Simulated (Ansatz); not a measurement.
# TaS2: one crystal by all-electron and frozen-core methods, part 1 of 2

Does the method matter for TaS2? The same cell, functional and mesh are run with full-potential LAPW, frozen-core PAW and datasets made for this crystal.

Method: DFT PBE, scalar-relativistic, in Ansatz 0.2.0.

### 1 The system as given

Symmetry: P-3m1, No. 164, trigonal system. Conventional cell: a = 3.350 Å, b = 3.350 Å, c = 5.860 Å, α = 90.00°, β = 90.00°, γ = 120.00°. Ta (site symmetry -3m) has 6 S at 2.43 Å as nearest neighbours. S (site symmetry 3m) has 3 Ta at 2.43 Å as nearest neighbours.

Coordinates:

```cif
data_structure
_symmetry_space_group_name_H-M 'P-3m1'
_symmetry_Int_Tables_number 164
_cell_length_a 3.3500
_cell_length_b 3.3500
_cell_length_c 5.8600
_cell_angle_alpha 90.000
_cell_angle_beta 90.000
_cell_angle_gamma 120.000
_cell_volume 56.95
loop_
_atom_site_label
_atom_site_type_symbol
_atom_site_symmetry_multiplicity
_atom_site_Wyckoff_symbol
_atom_site_fract_x
_atom_site_fract_y
_atom_site_fract_z
_atom_site_occupancy
Ta1 Ta 1 a 0.00000 0.00000 0.00000 1
S1 S 2 d 0.33333 0.66667 0.25000 1
```

The file gives the conventional cell by its symmetry; the runs use the cell typed in the input.

The cell comes from a crystallographic database entry that wasn't checked; take it as a given geometry, which may be far from equilibrium.

Atoms are numbered in the order of the input: Ta1, S2, S3.

### 2 Full-potential LAPW

Input file input.yaml:

```yaml
crystal:
  lattice:
    - [3.3500021206, 0.0, 0.0]
    - [-1.6750010603, 2.9011869392, 0.0]
    - [0.0, 0.0, 5.86]
  atoms:
    - { symbol: Ta, position: [0.0, 0.0, 0.0] }
    - { symbol: S, position: [0.3333333333, 0.6666666667, 0.25] }
    - { symbol: S, position: [0.6666666667, 0.3333333333, 0.75] }
kpoints:
  mp_grid: { grid: [9, 9, 5] }
  band_path:
    path:
      - [0.0, 0.0, 0.0]
      - [0.5, 0.0, 0.0]
      - [0.3333333333, 0.3333333333, 0.0]
      - [0.0, 0.0, 0.0]
      - [0.0, 0.0, 0.5]
      - [0.5, 0.0, 0.5]
      - [0.3333333333, 0.3333333333, 0.5]
      - [0.0, 0.0, 0.5]
      - [0.5, 0.0, 0.5]
    npoints: 14
scf:
  occupations: { method: fermi_dirac, width: 0.03 }
hamiltonian:
  xc: pbe
  pseudopotentials: { kind: all_electron, lapw: { basis_error: 0.001 } }
output:
  forces: true
  stress: true
  eigenvalues: true
  populations: true
  dos: { projected: true, de: 0.2, e_range: [-14, 8] }
```

Launch:

```bash
> ansatz run input.yaml --threads 1 --pin off --max-ram 6144MiB --backend cpu --events-out ev --progress --plain --runs-dir out
```

The log of the run:

```text
Ta: projections on atomic orbitals take those of the free atom 1s2 2s2 2p6 3s2 3p6 3d10 4s2 4p6 4d10 4f14 5s2 5p6 5d3 6s2, of charge +0.00 (hamiltonian.pseudopotentials.projection_atoms)
S: projections on atomic orbitals take those of the free atom 1s2 2s2 2p6 3s2 3p4, of charge +0.00 (hamiltonian.pseudopotentials.projection_atoms)
LAPW: plane waves up to 8.605 Å⁻¹, error target 1.0e-3 eV per atom; small_component_spin mean_spin; S in spheres of 1.036 Å, 14 of its electrons in bands, Dirac shells []; Ta in spheres of 1.390 Å, 43 of its electrons in bands, Dirac shells []
Engine: ansatz 0.2.0
Pseudopotentials: kind: all_electron
Pseudopotential: Ta, LAPW, valence charge 43, Koelling and Harmon's equation, gaussian nucleus
Pseudopotential: S, LAPW, valence charge 14, Koelling and Harmon's equation, gaussian nucleus
Functional definition: PBE
  parameter kappa = 0.804
  parameter beta = 0.06672455060314922
  exchange = pbe_x(kappa = kappa, mu = beta*pi^2/3)
  correlation = pbe_c(beta = beta)
Crystal: 3 atoms, lattice volume = 56.953 Å³
Basis set: ecut = 282.1183462539127 eV, 599 PW (Γ), exchange–correlation at level 2
Bands: 43, of which v1, the nominal top of the filled ones, is band 36 counted from 1 (35 counted from 0)
Symmetry: 12 space group operations
Space group: P-3m1 (ITA 164), of the structure as read, at distance tolerance 3.8e-5 Å
k-points: 50 of 405
Non-local potential: Ta, projectors of the file, none
Non-local potential: S, projectors of the file, none
Initial density: superposition of atomic densities (chi_scale 0.1, normalization cell, long waves kept (reshape's long-wave potential 0.18 eV rms))
Initial wavefunctions: plane waves of lowest kinetic energy (no species holds an atomic orbital)
Functional: x = pbe(κ = 0.804, μ = 0.2195149727645171), c = pbe(β = 0.06672455060314922)
iter 1 solved again at ethr=2.00e-3 eV; its pass at ethr=1.00e-1 eV (dr2=1.42e0 eV) is discarded
SCF iter   1: F=—  HF=-446297.995832 eV  |F-HF|=—  |Δ(HF+E_count)|=         —  Δρ=4.49e-2  dr2=1.42e0  ethr=2.00e-3  ⟨swp⟩=2.0  Hψ=13925  notcnv=0
preconditioner: auto → LDOS  [insulator: Δε(μ)=0.070 eV  Ē_g=16.977 eV  σ=0.030 eV  W_gap=0.52  n_scr=22 (ndim 8)  ℏωp=27.4 eV  f_vac=0.130  D(μ)=1.07/eV (n_scr^D=2)  ε∞_Penn≈3.6  β→1.0]
SCF iter   2: F=—  HF=-446297.720759 eV  |F-HF|=—  |Δ(HF+E_count)|=   2.75e-1  Δρ=2.57e-2  dr2=4.20e-1  ethr=2.00e-3  ⟨swp⟩=3.0  Hψ=7088  notcnv=0
iter 3 solved again at ethr=4.81e-5 eV; its pass at ethr=5.92e-4 eV (dr2=3.41e-2 eV) is discarded
SCF iter   3: F=—  HF=-446297.477257 eV  |F-HF|=—  |Δ(HF+E_count)|=   2.44e-1  Δρ=6.51e-3  dr2=3.41e-2  ethr=4.81e-5  ⟨swp⟩=2.0  Hψ=11566  notcnv=0
SCF iter   4: F=—  HF=-446297.434776 eV  |F-HF|=—  |Δ(HF+E_count)|=         —  Δρ=3.11e-3  dr2=6.57e-3  ethr=4.81e-5  ⟨swp⟩=2.0  Hψ=6416  notcnv=0
the basis was enlarged: its passes take 535.5 KiB over the memory plan, 1 of 1 planned eigensolver slots
SCF iter   5: F=—  HF=-446297.430764 eV  |F-HF|=—  |Δ(HF+E_count)|=   4.01e-3  Δρ=7.07e-4  dr2=3.18e-4  ethr=9.26e-6  ⟨swp⟩=2.0  Hψ=6126  notcnv=0
SCF iter   6: F=—  HF=-446297.430813 eV  |F-HF|=—  |Δ(HF+E_count)|=   4.93e-5  Δρ=1.66e-4  dr2=1.65e-5  ethr=4.48e-7  ⟨swp⟩=2.0  Hψ=6093  notcnv=0
SCF iter   7: F=—  HF=-446297.430818 eV  |F-HF|=—  |Δ(HF+E_count)|=   4.54e-6  Δρ=2.09e-5  dr2=2.00e-7  ethr=2.32e-8  ⟨swp⟩=2.9  Hψ=6219  notcnv=0
SCF iter   8: F=-446297.430818 eV  HF=-446297.430818 eV  |F-HF|=6.34e-9  |Δ(HF+E_count)|=   8.95e-8  Δρ=3.65e-6  dr2=4.71e-9  ethr=2.82e-10  ⟨swp⟩=3.0  Hψ=6534  notcnv=0
SCF 1 converged in 8 iterations: F = -446297.430818 eV  dr2 = 4.71e-9
NSCF: frozen V_eff on 113 k-points
SCF converged after 8 iterations
Free energy (F): -446297.430818 eV
Harris-Foulkes:  -446297.430818 eV  (|F-HF|=6.34e-9)
Internal energy: -446297.424515 eV  (E = F + TS)
E sigma→0 (E₀):  -446297.427666 eV
Entropy (-TS):   -0.006303 eV (-2.101 meV/atom)
Fermi energy:    13.240322 eV
--- Per-component energies (eV) ---
  E_band       = -6984.419114
  E_kinetic    = 495766.795112
  E_xc         = -10021.308515
  E_electrostatic = -932042.911112  (all electrons and nuclei)
  E_smearing   = -0.006303  (= −TS)
  E_closure    = 0.000000  (closes the sum)
  E_atoms      = -446276.534439  (free atoms, spherical and without spin; not in F)
  Σ components = -446297.430818   (vs F -446297.430818, Δ=0.00e0)
  Basis errors (estimates in eV, not in F): energy 4.8e-4 per atom: plane waves 4.3e-4 (2.5e-4 summed), levels above the bands 6.6e-125, relativity 2.6e-8, radial functions 4.6e-5, core shells 3.2e-8; eigenvalues (radial functions only) 1.7e-6; not estimated: angular momenta, meshes, grids; target (lapw.basis_error) 1.0e-3; muffin-tin radii S 1.036 Å, Ta 1.390 Å
--- Forces (eV/Å), atoms counted from 1 ---
  atom   1  Ta     0.00000000     0.00000000     0.00000000
  atom   2  S      0.00000000     0.00000000     1.23603344
  atom   3  S     -0.00000000    -0.00000000    -1.23603344
  max |Σ_I F_I| component: 0.00e0 eV/Å
--- Stress (GPa, compression-positive) ---
        7.509911       0.000000       0.000000
        0.000000       7.509911       0.000000
        0.000000       0.000000      12.394663
  P = ⅓ Tr σ = 9.1382 GPa (91.382 kbar)
--- Band table (eV; the first three rows and the last of 50) ---
  k-point 0: bands = ["-382.8643", "-382.8643", "-382.8363", "-204.4267", "-204.4267", "-204.4019", "-204.3962", "-204.3962", "-192.6108", "-192.6108", "-137.3851", "-137.3851", "-137.3851", "-137.3851", "-137.3723", "-137.3723", "-55.4854", "-21.9979", "-21.9604", "-21.9604", "-7.3433", "-7.3105", "-7.2961", "-7.2961", "-7.2846", "-7.2738", "-7.2738", "-1.9207", "0.1720", "6.2562", "8.9680", "8.9680", "11.8975", "12.4401", "12.4401", "13.2680", "13.2680", "13.5212", "17.3271", "17.3271", "18.4154", "18.8106", "22.1257"]
  k-point 1: bands = ["-382.8643", "-382.8643", "-382.8363", "-204.4267", "-204.4267", "-204.4019", "-204.3962", "-204.3962", "-192.6108", "-192.6108", "-137.3851", "-137.3851", "-137.3851", "-137.3851", "-137.3724", "-137.3723", "-55.4854", "-21.9980", "-21.9604", "-21.9604", "-7.3433", "-7.3105", "-7.2961", "-7.2961", "-7.2846", "-7.2738", "-7.2738", "-1.8428", "0.0106", "6.5979", "8.9778", "8.9778", "11.0702", "12.3917", "12.3917", "13.2582", "13.2582", "14.0157", "17.4649", "17.4649", "18.4238", "19.3228", "22.2135"]
  k-point 2: bands = ["-382.8643", "-382.8643", "-382.8363", "-204.4267", "-204.4267", "-204.4019", "-204.3962", "-204.3962", "-192.6108", "-192.6108", "-137.3851", "-137.3851", "-137.3851", "-137.3851", "-137.3724", "-137.3724", "-55.4854", "-21.9981", "-21.9604", "-21.9604", "-7.3433", "-7.3105", "-7.2961", "-7.2961", "-7.2846", "-7.2738", "-7.2738", "-1.6878", "-0.2696", "7.3257", "8.9938", "8.9938", "9.9139", "12.3160", "12.3160", "13.2418", "13.2418", "14.4313", "17.7015", "17.7015", "18.6226", "20.1671", "22.3137"]
  k-point 49: bands = ["-382.8643", "-382.8643", "-382.8363", "-204.4267", "-204.4267", "-204.4019", "-204.3962", "-204.3962", "-192.6108", "-192.6108", "-137.3852", "-137.3852", "-137.3852", "-137.3852", "-137.3724", "-137.3724", "-55.4705", "-22.1711", "-22.1711", "-21.9301", "-7.3310", "-7.3201", "-7.2947", "-7.2947", "-7.2797", "-7.2797", "-7.2737", "0.2629", "0.2629", "7.6574", "7.6574", "7.7203", "9.5143", "9.6625", "9.6625", "14.4855", "14.7637", "14.7637", "18.2454", "18.2454", "20.3917", "21.6496", "21.6496"]
--- Löwdin populations: 3 sites ---
  site symbol       q [e]
     0     Ta     72.4434
     1      S     16.1838
     2      S     16.1838
  spilling = 0.001799 (of n_electrons = 105.000000)
```

Run time: 67 s. Hardware: 1 thread of Arm Neoverse V1, shared host; peak memory 0.46 GiB.

Result: pressure 9.14 GPa; no gap; largest force 1.236 eV/Å.

Levels at the path's labelled points, in eV from the Fermi level:

```tsv
point	band 32	band 33	band 34	band 35	band 36	band 37	band 38
Γ	-4.27	-1.34	-0.80	-0.80	0.03	0.03	0.28
M	-4.51	-4.11	-3.46	-2.27	-0.81	2.46	3.00
K	-5.51	-3.81	-3.81	-3.20	1.17	2.14	2.14
Γ	-4.27	-1.34	-0.80	-0.80	0.03	0.03	0.28
A	-4.24	-3.56	-0.94	-0.94	0.00	0.00	1.24
L	-4.39	-4.24	-2.25	-1.99	-1.24	2.45	2.99
H	-5.48	-3.79	-3.55	-3.55	1.25	1.47	1.47
A	-4.24	-3.56	-0.94	-0.94	0.00	0.00	1.24
L	-4.39	-4.24	-2.25	-1.99	-1.24	2.45	2.99
```

States per cell in windows of 1 eV (zero at the Fermi level; grid of 0.20 eV, so sharp peaks spill over the borders):

```tsv
from	to	total	S 3p	Ta 5d
-10	-9	0.00	0.00	0.00
-9	-8	0.00	0.00	0.00
-8	-7	0.00	0.00	0.00
-7	-6	1.08	0.65	0.28
-6	-5	2.38	1.60	0.57
-5	-4	2.66	1.63	0.87
-4	-3	2.63	1.81	0.65
-3	-2	2.55	2.10	0.33
-2	-1	0.69	0.58	0.09
-1	0	0.77	0.23	0.49
0	1	1.42	0.36	0.98
1	2	1.56	0.46	1.02
2	3	2.26	0.33	1.76
3	4	0.85	0.28	0.42
4	5	2.12	0.70	0.93
```

### 3 Frozen-core PAW

Changes to input.yaml since step 2:

```diff
@@ -27,3 +27,3 @@
   xc: pbe
-  pseudopotentials: { kind: all_electron, lapw: { basis_error: 0.001 } }
+  pseudopotentials: { kind: paw }
 output:
@@ -32,3 +32,9 @@
   eigenvalues: true
+  efg: { contact_densities: true }
   populations: true
+  bader: true
   dos: { projected: true, de: 0.2, e_range: [-14, 8] }
+  write_density: true
+  write_potential: true
+  elf: true
+  volumetric_format: npy
```

Launch:

```bash
> ansatz run input.yaml --threads 1 --pin off --max-ram 6144MiB --backend cpu --events-out ev --progress --plain --runs-dir out
```

The log of the run:

```text
Ta: output.efg is read without spin–orbit coupling, which moves field gradients at and beside such atoms by some per cent and up to a factor of two; PAW files take it under magnetization.noncollinear and magnetization.spin_orbit
Engine: ansatz 0.2.0
Pseudopotentials: kind: paw
Pseudopotential: Ta, paw, valence charge 13, recommended cutoff 420 eV (normal)
Pseudopotential: S, paw, valence charge 6, recommended cutoff 420 eV (normal)
Functional definition: PBE
  parameter kappa = 0.804
  parameter beta = 0.06672455060314922
  exchange = pbe_x(kappa = kappa, mu = beta*pi^2/3)
  correlation = pbe_c(beta = beta)
Crystal: 3 atoms, lattice volume = 56.953 Å³
Basis set: ecut = 420 eV, 1135 PW (Γ), exchange–correlation on 48×48×80 points (8 copies of the dense FFT grid, shifted against one another)
Bands: 17, of which v1, the nominal top of the filled ones, is band 13 counted from 1 (12 counted from 0)
Symmetry: 12 space group operations
Space group: P-3m1 (ITA 164), of the structure as read, at distance tolerance 3.8e-5 Å
k-points: 50 of 405
Non-local potential: Ta, projectors of the file, l = 0: 3, l = 1: 2, l = 2: 2, l = 3: 1
Non-local potential: S, projectors of the file, l = 0: 2, l = 1: 2, l = 2: 2
PAW form: soft (Blöchl's): semilocal exchange-correlation on the pseudo side does not see the compensation charge
PAW one-centre angular grid: Ta, 590 points (default); XC on 64 Gauss nodes
PAW one-centre angular grid: S, 110 points (default); XC on 64 Gauss nodes
Initial density: superposition of atomic densities (neutral atoms: chi_scale 0, normalization atom), corrected by the library's trained network
Initial wavefunctions: pseudopotential atomic-orbital guess
Functional: x = pbe(κ = 0.804, μ = 0.2195149727645171), c = pbe(β = 0.06672455060314922)
SCF iter   1: F=—  HF=-11739.357220 eV  |F-HF|=—  |Δ(HF+E_count)|=         —  Δρ=2.00e-3  dr2=2.28e-3  ethr=1.77e-3  ⟨swp⟩=6.0  Hψ=4994  notcnv=0
preconditioner: auto → LDOS  [metal: Δε(μ)=0.009 eV  Ē_g=9.003 eV  σ=0.030 eV  W_gap=0.07  n_scr=10 (ndim 8)  ℏωp=20.3 eV  f_vac=0.012  D(μ)=2.25/eV (n_scr^D=22)  β→1.0]
SCF iter   2: F=—  HF=-11739.356598 eV  |F-HF|=—  |Δ(HF+E_count)|=   6.22e-4  Δρ=1.23e-3  dr2=1.90e-3  ethr=9.11e-6  ⟨swp⟩=2.4  Hψ=1995  notcnv=0  defer=3
SCF iter   3: F=—  HF=-11739.356084 eV  |F-HF|=—  |Δ(HF+E_count)|=   5.13e-4  Δρ=2.13e-4  dr2=1.64e-5  ethr=7.58e-6  ⟨swp⟩=2.0  Hψ=1180  notcnv=0  defer=3
SCF iter   4: F=—  HF=-11739.356147 eV  |F-HF|=—  |Δ(HF+E_count)|=   6.32e-5  Δρ=4.48e-5  dr2=8.90e-7  ethr=6.55e-8  ⟨swp⟩=2.0  Hψ=1282  notcnv=0  defer=3
iter 5 did not close the SCF: its close was put off for the readings that it lacked (scf_convergence_deferred on its scf_iter line)
SCF iter   5: F=-11739.356148 eV  HF=-11739.356148 eV  |F-HF|=2.66e-8  |Δ(HF+E_count)|=   2.67e-7  Δρ=1.11e-5  dr2=6.13e-8  ethr=3.56e-9  ⟨swp⟩=2.4  Hψ=1365  notcnv=0  defer=3
SCF iter   6: F=-11739.356148 eV  HF=-11739.356148 eV  |F-HF|=1.05e-9  |Δ(HF+E_count)|=   4.75e-8  Δρ=2.39e-6  dr2=3.47e-9  ethr=2.45e-10  ⟨swp⟩=6.9  Hψ=5302  notcnv=0
SCF 1 converged in 6 iterations: F = -11739.356148 eV  dr2 = 3.47e-9
NSCF: frozen V_eff on 113 k-points
SCF converged after 6 iterations
Free energy (F): -11739.356148 eV
Harris-Foulkes:  -11739.356148 eV  (|F-HF|=1.05e-9)
Internal energy: -11739.349845 eV  (E = F + TS)
E sigma→0 (E₀):  -11739.352997 eV
Entropy (-TS):   -0.006302 eV (-2.101 meV/atom)
Fermi energy:    10.693407 eV
--- Per-component energies (eV) ---
  E_band       = -185.716658
  E_kinetic    = 583.946446
  E_local      = -1416.641666  (includes V_loc(G=0)·N_el)
  E_nonlocal   = 71.669833
  E_hartree    = 540.058779
  E_xc         = -414.576590
  E_vxc        = -381.428212  (∫ρ·V_xc dr)
  E_paw        = -9597.597203  (= ΣΔE_a)
  E_vpaw       = -123.378708  (= ΣTr[D̂ρ^β])
  E_aug_tail   = 0.000137  (compensation charges beyond the density's cutoff)
  E_ewald      = -1506.209582
  E_smearing   = -0.006302  (= −TS)
  E_closure    = -0.000000  (closes the sum)
  Σ components = -11739.356148   (vs F -11739.356148, Δ=0.00e0)
--- Forces (eV/Å), atoms counted from 1 ---
  atom   1  Ta     0.00000000     0.00000000     0.00000000
  atom   2  S      0.00000000     0.00000000     1.23919927
  atom   3  S     -0.00000000    -0.00000000    -1.23919927
  max |Σ_I F_I| component: 3.27e-31 eV/Å
--- Stress (GPa, compression-positive) ---
        7.508779       0.000000      -0.000000
        0.000000       7.508779      -0.000000
        0.000000      -0.000000      12.409311
  P = ⅓ Tr σ = 9.1423 GPa (91.423 kbar)
--- PAW observables at the nuclei: V_zz in 10²¹ V/m², potentials from the cell's mean, atoms counted from 1 ---
  atom   1  Ta V_zz =   -17.111398   η = 0.0000   by run symmetry: allowed
            electrostatic potential = -14488.435489 V   contact ρ = 8154475.049673 e/Å³
  atom   2  S  V_zz =    -1.649503   η = 0.0000   by run symmetry: allowed
            electrostatic potential = -1637.884658 V   contact ρ = 19769.057659 e/Å³
  atom   3  S  V_zz =    -1.649503   η = 0.0000   by run symmetry: allowed
            electrostatic potential = -1637.884658 V   contact ρ = 19769.057659 e/Å³
--- Band table (eV; the first three rows and the last of 50) ---
  k-point 0: bands = ["-58.0264", "-24.5332", "-24.5027", "-24.5027", "-4.4693", "-2.3884", "3.7093", "6.4172", "6.4172", "9.3470", "9.8897", "9.8897", "10.7200", "10.7200", "10.9760", "14.7815", "14.7815"]
  k-point 1: bands = ["-58.0264", "-24.5333", "-24.5027", "-24.5027", "-4.3916", "-2.5491", "4.0507", "6.4270", "6.4270", "8.5187", "9.8413", "9.8413", "10.7102", "10.7102", "11.4720", "14.9194", "14.9194"]
  k-point 2: bands = ["-58.0264", "-24.5334", "-24.5027", "-24.5027", "-4.2369", "-2.8282", "4.7792", "6.4430", "6.4430", "7.3602", "9.7657", "9.7657", "10.6938", "10.6938", "11.8893", "15.1560", "15.1560"]
  k-point 49: bands = ["-58.0115", "-24.7133", "-24.7133", "-24.4654", "-2.2943", "-2.2943", "5.1059", "5.1059", "5.1721", "6.9645", "7.1161", "7.1161", "11.9384", "12.2157", "12.2157", "15.6977", "15.6977"]
--- Löwdin populations: 3 sites ---
  site symbol       q [e]
     0     Ta     12.4347
     1      S      6.1842
     2      S      6.1842
  spilling = 0.007879 (of n_electrons = 25.000000)
--- Bader charges: 3 sites ---
  site symbol  charge [e]  shift [e]
     0     Ta      1.8621     0.0054
     1      S     -0.9311     0.0027
     2      S     -0.9310     0.0027
  estimated error of the sums over rays = 4.8e-4 e
```

It took 36 s on 1 thread of Arm Neoverse V1, shared host; peak memory 0.4 GiB.

In short: pressure 9.14 GPa; no gap; largest force 1.239 eV/Å; Vzz Ta1 -17.11 (η = 0.00), S2 -1.65 (η = 0.00) (10²¹ V/m²).

```tsv
atom	Bader charge (e)	basin volume (Å³)
Ta1	+1.86	12.06
S2	-0.93	22.45
```

Density in a lattice plane of the grid's cell (edges 3.35 and 5.86 Å, at 0.000 of the third edge), which holds Ta.

Ten even steps from '0' (0.01 e/Å³) to '9' (4.33 e/Å³):
```
99841000001489
87421000001247
22110000000112
00000011100000
00000011100000
00000000000000
00000000000000
00000000000000
00000000000000
00000000000000
00000000000000
00000000000000
00000000000000
00000000000000
00000011100000
00000011100000
22110000000112
87421000001247
99841000001489
79951000001599
```
Columns run along the first of these edges and rows up along the second, over one cell in 14 and 20 even steps from the bottom left corner. Atoms in the plane (fractional): Ta at (0.00, 0.00).

ELF in the same plane.

Values, 12 rows by 6 columns:
```
0.63 0.62 0.22 0.48 0.22 0.62
0.26 0.18 0.58 0.73 0.58 0.18
0.13 0.31 0.72 0.78 0.71 0.31
0.08 0.21 0.64 0.76 0.64 0.21
0.02 0.06 0.28 0.42 0.28 0.06
0.01 0.01 0.03 0.05 0.03 0.01
0.02 0.06 0.28 0.42 0.28 0.06
0.08 0.21 0.64 0.76 0.64 0.21
0.13 0.31 0.71 0.78 0.72 0.31
0.26 0.18 0.58 0.73 0.58 0.18
0.63 0.62 0.22 0.48 0.22 0.62
0.00 0.71 0.16 0.27 0.16 0.71
```
Columns run along the first of these edges and rows up along the second, over one cell in 6 and 12 even steps from the bottom left corner. Atoms in the plane (fractional): Ta at (0.00, 0.00).

Both are smooth fields of the valence electrons: close to the nuclei they are not physical.

Maxima of ELF outside the ion cores: 0.94 beside S, off the lines to its neighbours, 0.9 Å from S; 0.86 in the shell around S, 0.8 Å from S.

(Continued in part 2 of 2.)
